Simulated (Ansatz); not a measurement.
BN, h-MgO type (no longer in that coordination), relaxed with r2SCAN: the symmetry is P6_3/mmc (No. 194, hexagonal); a = 2.501 Å, c = 6.893 Å in the conventional setting, 9.33 Å³ an atom. B has 3 N at 1.44 Å; N has 3 B at 1.44 Å. One-shot G0W0@PBE in the plane-wave code Ansatz on a 6×6×2 mesh (contour deformation, no spin-orbit coupling), from a PBE gap of 4.345 eV over the mesh points (the G0W0 gap is indirect on the mesh); the number N of bands summed and the screening cutoff rise together. (Calculated; spin-unpolarised; the phase may be known or hypothetical.)

| N | cutoff (eV) | 1000/N | G0W0 gap (eV) |
| --- | --- | --- | --- |
| 68 | 80 | 14.706 | 5.797 |
| 148 | 140 | 6.757 | 5.933 |

Question: Lay a straight line in 1000/N through these rows.

Answer: The slope is -0.0171 eV per unit of 1000/N and the intercept 6.049 eV.

Question: Predict the gap at N = 265 (210 eV).

Answer: 6.049 + (-0.0171) × 3.774 = 5.984 eV; the run gives 6.045 eV, +0.061 eV from the line.

Question: With that run's result added, what limit do the last two rows suggest?

Answer: Their slope is (6.045 − 5.933)/(3.774 − 6.757) = -0.0375, which meets 1/N = 0 at 6.19 eV, against 6.049 eV from the first line. The slope steepens, so 1/N isn't yet asymptotic and the true limit probably lies higher still; the k mesh isn't extrapolated.
